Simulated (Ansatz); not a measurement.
BAs in Ansatz: convergence with k mesh

BAs:

```
CELL_PARAMETERS angstrom
0.00000 2.38850 2.38850
2.38850 0.00000 2.38850
2.38850 2.38850 0.00000
ATOMIC_POSITIONS crystal
As 0.75000 0.75000 0.75000
B 0.00000 0.00000 0.00000
```

| Quantity | Value |
| --- | --- |
| Program | Ansatz 0.2.0 |
| Task | convergence study |
| Functional | PBE |
| Potentials or basis | Ansatz PAW |
| Cutoff | 420 eV (not typed: the program's choice for these potentials) |
| k mesh | 3 × 3 × 3 |
| Occupations | gaussian, width 0.1 eV |
| Spin | no spin polarisation |

These are the settings of the first run; the series varies k mesh, with any setting tied to it.

Hardware: 2 threads of Intel(R) Xeon(R) Processor @ 2.50GHz (Skylake/Cascade Lake), on a shared host.

```csv
k mesh,"energy less the tightest run, at zero smearing (meV/atom)",pressure (GPa),gap on the mesh (eV),SCF cycles,CPU time (s),peak memory (GiB)
3 × 3 × 3,319.29,5.14,1.246,6,1.2,0.29
4 × 4 × 4,89.27,3.37,1.422,6,1.3,0.29
5 × 5 × 5,28.12,2.93,1.178,6,1.5,0.29
6 × 6 × 6,9.54,2.81,1.281,6,1.7,0.29
7 × 7 × 7,3.43,2.78,1.205,6,1.9,0.29
9 × 9 × 9,0.50,2.77,1.235,6,2.8,0.31
11 × 11 × 11,0.08,2.77,1.213,6,3.8,0.32
13 × 13 × 13,0.02,2.77,1.189,6,4.9,0.34
16 × 16 × 16,0.00,2.77,1.198,6,8,0.37
```

Against the tightest run, the energy stays within 1 meV/atom from 9 × 9 × 9 on; the pressure stays within 0.1 GPa from 6 × 6 × 6 on; the gap on the mesh stays within 0.01 eV from 13 × 13 × 13 on. Meshes of other sizes hit other points, so gaps and Fermi surfaces needn't settle smoothly. The tightest run that finished is the yardstick and may itself not be fully converged.
